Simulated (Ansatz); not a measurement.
# AlNi$_{3}$ under strain

Level of theory: DFT PBE, scalar-relativistic, plane waves, PAW in Ansatz 0.2.0. (420 eV cutoff, 14×14×14 k-mesh, Gaussian smearing of 0.10 eV, collinear spin)

Starting point, cell and atoms relaxed:

```
Al Ni
1.0
     3.56668    0.00000    0.00000
     0.00000    3.56668    0.00000
     0.00000    0.00000    3.56668
Al Ni
1 3
Direct
  0.00000 0.00000 0.00000
  0.00000 0.50000 0.50000
  0.50000 0.00000 0.50000
  0.50000 0.50000 0.00000
```

Deformation: uniaxial strain along a, with the lengths of b and c and the atoms relaxed and the angles held, all within the symmetry that the strain leaves. Energies are extrapolated to zero smearing.

```tsv
strain (%)	ΔE (meV/atom)	a (Å)	b (Å)	c (Å)	moment (μB/cell)
-3.0	4.1	3.460	3.610	3.610	0.72
-2.0	1.9	3.495	3.595	3.595	0.73
-1.0	0.5	3.531	3.581	3.581	0.74
+0.0	0.0	3.567	3.567	3.567	0.74
+1.0	0.5	3.602	3.554	3.554	0.74
+2.0	2.0	3.638	3.541	3.541	0.73
+3.0	4.5	3.674	3.529	3.529	0.73
```

What stiffness (1/V) d²E/dε² at zero strain does a cubic fit over all points give?

A cubic fit gives (1/V) d²E/dε² = 135 GPa at zero strain (Young's modulus along this axis, angles held).

How does the free axis b answer a small strain?

Between the innermost points its strain is -0.38 times the applied one.